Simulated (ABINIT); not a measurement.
Crystal: NaI.

```
I Na
1.0
     0.00000    3.23640    3.23640
     3.23640    0.00000    3.23640
     3.23640    3.23640    0.00000
I Na
1 1
Direct
  0.50000 0.50000 0.50000
  0.00000 0.00000 0.00000
```

- Program: ABINIT 10.8.3 (patched build)
- Task: single point
- Functional: PBE
- Potentials or basis: JTH PAW PBE v2.0
- Cutoff: 1088 eV
- k mesh: 7 × 7 × 7
- Occupations: fermi-dirac, width 0.05 eV
- Spin: no spin polarisation

On this cell: pressure 0.5 GPa; largest force zero by symmetry; band gap on the k mesh 3.64 eV, direct.

The same run follows on a disturbed copy (atoms moved at random, drawn with an rms of 0.05 Å):

```
I Na
1.0
     0.00000    3.23640    3.23640
     3.23640    0.00000    3.23640
     3.23640    3.23640    0.00000
I Na
1 1
Cartesian
  3.2272 3.2274 3.2377
  -0.0071 0.0155 0.0537
```

Q: What changes?

A: The energy moves by +0.7 meV/atom; pressure 0.5 GPa; largest force 0.053 eV/Å; band gap on the k mesh 3.64 eV, direct.

Forces on the atoms (eV/Å):
```
I    0.001  0.023  0.048
Na  -0.001 -0.023 -0.048
```

Caveats: spin-orbit coupling is left out, which moves the levels of the heavy elements.

